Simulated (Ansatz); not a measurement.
# WS2: the cost of one run

Computed with Ansatz 0.2.0 (DFT LDA+U (U = 4 eV, J = 0.9 eV on W d), plane waves, PAW, no spin–orbit coupling unless a run says so, unless a step's input says otherwise).

8 further runs of the same task are left out: 8 that didn't finish.

**1. Starting point**

It takes space group R3m (No. 160, trigonal). Conventional cell: a = 3.158 Å, b = 3.158 Å, c = 18.490 Å, α = 90.00°, β = 90.00°, γ = 120.00°. Around W (site symmetry 3m) lie 6 S at 2.39 to 2.42 Å. S (site symmetry 3m) is surrounded by 3 W at 2.39 Å. Around S (site symmetry 3m) lie 3 W at 2.42 Å.

As a file:

```cif
data_structure
_symmetry_space_group_name_H-M 'P 1'
_symmetry_Int_Tables_number 1
_cell_length_a 6.4274
_cell_length_b 12.4608
_cell_length_c 12.8547
_cell_angle_alpha 14.221
_cell_angle_beta 28.443
_cell_angle_gamma 24.893
_cell_volume 106.46
loop_
_atom_site_label
_atom_site_type_symbol
_atom_site_fract_x
_atom_site_fract_y
_atom_site_fract_z
_atom_site_occupancy
W1 W 0.00000 0.00000 0.00000 1
S1 S 0.75030 0.75030 0.00000 1
S2 S 0.58100 0.58100 0.00000 1
W2 W 0.00000 0.00000 0.50000 1
S3 S 0.75030 0.75030 0.50000 1
S4 S 0.58100 0.58100 0.50000 1
```

**2. Ferromagnetic start, free, symmetry kept, no search**

Contents of input.yaml:

```yaml
crystal:
  lattice:
    - [1.57900017, 0.91163617, 6.16332915]
    - [-1.57900017, -0.91163617, 12.3266583]
    - [0.0, -3.64654468, 12.3266583]
  atoms:
    - { symbol: W, position: [0.0, 0.0, 0.0], spin: 2.0 }
    - { symbol: S, position: [0.7503, 0.7503, 0.0] }
    - { symbol: S, position: [0.581, 0.581, 0.0] }
    - { symbol: W, position: [0.0, 0.0, 0.5], spin: 2.0 }
    - { symbol: S, position: [0.7503, 0.7503, 0.5] }
    - { symbol: S, position: [0.581, 0.581, 0.5] }
basis:
  ecutwfc: 420
  ecutrho_ratio: 4
kpoints:
  mp_grid: { grid: [7, 7, 7] }
hamiltonian:
  xc: lda
  hubbard:
    sites:
      - { site: 0, l: d, u: 4.0, j: 0.9 }
      - { site: 3, l: d, u: 4.0, j: 0.9 }
scf:
  occupations: { method: gaussian, width: 0.05 }
  lower_state_search: "off"
  max_iter: 150
output:
  forces: true
  stress: true
  eigenvalues: true
  populations: true
  hubbard: { sites: [{ site: 0, l: d }, { site: 3, l: d }] }
magnetization:
  spin_polarized: true
```

Command:

```bash
$ ansatz run input.yaml --threads 4 --pin off --max-ram 6144MiB --backend cpu --events-out ev --progress --plain --runs-dir out
```

What time and memory should one allow on 4 threads of Arm Neoverse V2, shared host?

About 41 s, with a peak of 0.85 GiB.
